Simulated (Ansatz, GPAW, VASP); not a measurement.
**One calculation of W, 4 ways**

```xyz
1
Lattice="-1.5823 1.5823 1.5823 1.5823 -1.5823 1.5823 1.5823 1.5823 -1.5823" Properties=species:S:1:pos:R:3 pbc="T T T"
W     0.0000    0.0000    0.0000
```

Alike in all runs: task single point; functional PBE; k mesh 12 × 12 × 12; occupations gaussian, width 0.1 eV; no spin polarisation; no spin-orbit coupling. Pressure is positive in compression and, in plane waves, holds the error of the finite cutoff, which Ansatz's Pulay term estimates and takes out.

| program and potentials | plane-wave cutoff (eV) | notes | band gap (eV) | pressure (GPa) |
| --- | --- | --- | --- | --- |
| Ansatz, Ansatz PAW | 420 | 14 valence electrons an atom on average; Pulay term of +0.08 GPa included | no gap | 5.86 |
| VASP, PBE PAW files W, 500 eV | 500 | 6 valence electrons an atom on average | no gap | 2.27 |
| GPAW, GPAW PAW data sets (gpaw-data 1.2.1) | 600 | 14 valence electrons an atom on average | no gap | 5.60 |
| Ansatz, all-electron LAPW, scalar-relativistic | - | - | no gap | 5.93 |

None finds a gap. The pressure spans 2.27 (VASP, PBE PAW files W, 500 eV) to 5.93 GPa (Ansatz, all-electron LAPW, scalar-relativistic), with all-electron results at 5.93.

The functional is the same throughout but for its coding, so the spread measures potentials, basis and numerics; runs on potential files found faulty are left out.
